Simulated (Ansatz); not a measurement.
**SnSe: how the settings move a single-point run**

Aim: see which settings change the result for SnSe, by how much, and at what cost. The cell is built on a prototype (rocksalt) and needn't be the phase found in nature.

Program: Ansatz 0.2.0. Level of theory: reference: DFT, HSE06, plane waves, PAW. These are calculated values, not measurements.

8 further runs of the same task are left out: 1 for a known fault of the program, 7 that didn't finish.

### 1 The system as given

The structure is cubic, space group Fm-3m (No. 225). Conventional cell: a = 6.004 Å, b = 6.004 Å, c = 6.004 Å, α = 90.00°, β = 90.00°, γ = 90.00°. Sn (site symmetry m-3m) is surrounded by 6 Se at 3.00 Å. Around Se (site symmetry m-3m) lie 6 Sn at 3.00 Å.

As a file:

```cif
data_structure
_symmetry_space_group_name_H-M 'Fm-3m'
_symmetry_Int_Tables_number 225
_cell_length_a 6.0042
_cell_length_b 6.0042
_cell_length_c 6.0042
_cell_angle_alpha 90.000
_cell_angle_beta 90.000
_cell_angle_gamma 90.000
_cell_volume 216.46
loop_
_atom_site_label
_atom_site_type_symbol
_atom_site_symmetry_multiplicity
_atom_site_Wyckoff_symbol
_atom_site_fract_x
_atom_site_fract_y
_atom_site_fract_z
_atom_site_occupancy
Sn1 Sn 4 a 0.00000 0.00000 0.00000 1
Se1 Se 4 b 0.50000 0.00000 0.00000 1
```

### 2 Baseline

Contents of input.yaml:

```yaml
crystal:
  lattice:
    - [0.0, 3.0021131514, 3.0021131514]
    - [3.0021131514, 0.0, 3.0021131514]
    - [3.0021131514, 3.0021131514, 0.0]
  atoms:
    - { symbol: Sn, position: [0.0, 0.0, 0.0] }
    - { symbol: Se, position: [0.5, 0.5, 0.5] }
kpoints:
  mp_grid: { grid: [4, 4, 4] }
hamiltonian:
  xc: hse06
scf:
  occupations: { method: fixed }
  n_extra_bands: 4
output:
  forces: true
  stress: true
  eigenvalues: true
```

Started as:

```console
ansatz run input.yaml --threads 4 --pin off --max-ram 3686MiB --backend cpu --events-out ev --progress --plain --runs-dir out
```

### 3 Changing settings: mp_grid.grid [6, 6, 6], xc pbesol

Changes to input.yaml since step 2:

```diff
@@ -9,5 +9,5 @@
 kpoints:
-  mp_grid: { grid: [4, 4, 4] }
+  mp_grid: { grid: [6, 6, 6] }
 hamiltonian:
-  xc: hse06
+  xc: pbesol
 scf:
```

### 4 Changed: exchange pbe, correlation pbe, coeff 1.0, omega 0.3

Changes to input.yaml since step 2:

```diff
@@ -11,3 +11,3 @@
 hamiltonian:
-  xc: hse06
+  xc: { exchange: pbe, correlation: pbe, exx: { coeff: 1.0, omega: 0.3 } }
 scf:
```

### 5 Changing settings: exchange pbe, correlation pbe, coeff 0.35

Changes to input.yaml since step 2:

```diff
@@ -11,3 +11,3 @@
 hamiltonian:
-  xc: hse06
+  xc: { exchange: pbe, correlation: pbe, exx: { coeff: 0.35 } }
 scf:
```

### 6 Changing settings: exchange pbe, correlation pbe, coeff 0.2, omega 0.1

Changes to input.yaml since step 2:

```diff
@@ -11,3 +11,3 @@
 hamiltonian:
-  xc: hse06
+  xc: { exchange: pbe, correlation: pbe, exx: { coeff: 0.2, omega: 0.1 } }
 scf:
```

### 7 Changed: ecutwfc 750

Changes to input.yaml since step 2:

```diff
@@ -19 +19,3 @@
   eigenvalues: true
+basis:
+  ecutwfc: 750
```

**Question.** What will these runs give? Wanted: for each run, ending; energy change; pressure; gap; force.

**Answer**, as computed:

```tsv
run	ending	energy change	pressure (GPa)	gap (eV)	force (eV/Å)	cycles	time
reference	converged	0	-1.4	0.53	0.00	15	28 s
1: mp_grid.grid [6, 6, 6], xc pbesol	converged	not comparable	-1.9	0.68	0.00	6	1.8 s
2: exchange pbe, correlation pbe, coeff 1.0, omega 0.3	converged	not comparable	-4.3	0.20	0.00	21	25 s
3: exchange pbe, correlation pbe, coeff 0.35	converged	not comparable	-1.9	1.09	0.00	19	20 s
4: exchange pbe, correlation pbe, coeff 0.2, omega 0.1	converged	not comparable	-1.3	0.63	0.00	15	23 s
5: ecutwfc 750	converged	-1.2 meV/atom	-1.4	0.53	0.00	15	44 s
```

Residual by cycle in the longest SCF loop of each run; runs are numbered as in the table. The quantity is the density residual dr2, in eV.

```tsv
cycle	reference	run 1	run 2	run 3	run 4	run 5
1	0.0118	0.00936	0.087	0.0182	0.00878	0.0119
2	0.00299	8.9e-4	0.0177	0.00409	0.00218	0.00299
3	8.1e-4	9.2e-5	0.044	0.00383	5.6e-4	8.0e-4
4	2.1e-4	1.1e-5	0.0119	0.00118	1.5e-4	2.0e-4
5	8.0e-6	2.6e-7	0.00413	2.0e-4	5.7e-6	7.7e-6
6	1.7e-6	7.8e-9	0.00128	8.1e-5	1.4e-6	1.7e-6
7	-	-	1.8e-4	1.5e-5	-	-
```

«ecutwfc 750» moves the energy by -1.2 meV/atom. Of the variants the dearest is «ecutwfc 750» (44 s), the cheapest «mp_grid.grid [6, 6, 6], xc pbesol» (1.8 s), on a shared host.
